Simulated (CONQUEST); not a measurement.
Os under changes of volume

One of the cells (15.010 Å³/atom); the others are scaled copies at fixed shape and fractional positions:

```xyz
2
Lattice="2.7689 0.0000 0.0000 0.0000 2.7689 0.0000 0.0000 0.0000 3.9158" Properties=species:S:1:pos:R:3 pbc="T T T"
Os    0.0000    0.0000    0.0000
Os    1.3844    1.3844    1.9579
```

This isn't the form of Os at room conditions, which is hcp.

| Item | Value |
| --- | --- |
| Program | CONQUEST 1.3 |
| Functional | PBE |
| Potentials or basis | PseudoDojo NC PBE, DZP, grid of 32 × 32 × 40 points |
| k mesh | 8 × 8 × 6 |
| Occupations | fermi-dirac, width 0.05 eV |
| Spin | no spin polarisation |

```csv
volume (Å³/atom),energy over the lowest point (meV/atom),pressure (GPa)
13.833,?,?
14.127,8.08,11.0
14.716,0.00,-5.7
15.010,16.41,-12.2
15.305,45.11,-18.6
15.599,84.42,-23.8
```

Task: What does the run at 13.833 Å³/atom give?

Result: Energy over the lowest point 37.22 meV/atom; pressure 21.0 GPa.

Worked out: A Birch-Murnaghan fit of order 3 (a polynomial in V^(-2/3)) to the other rows has its minimum at 14.50 Å³/atom with B0 = V·E''(V) = 382 GPa and B' = 3.9. It gives 35.59 meV/atom at 13.833 Å³/atom, against the run's 37.22, and -dE/dV = 19.7 GPa, against 21.0.

Energies are extrapolated to zero smearing.

Caveats: the basis of atomic orbitals isn't converged, which shifts pressures, moduli and gaps; the real-space grid breaks the cell's symmetry a little (some runs).
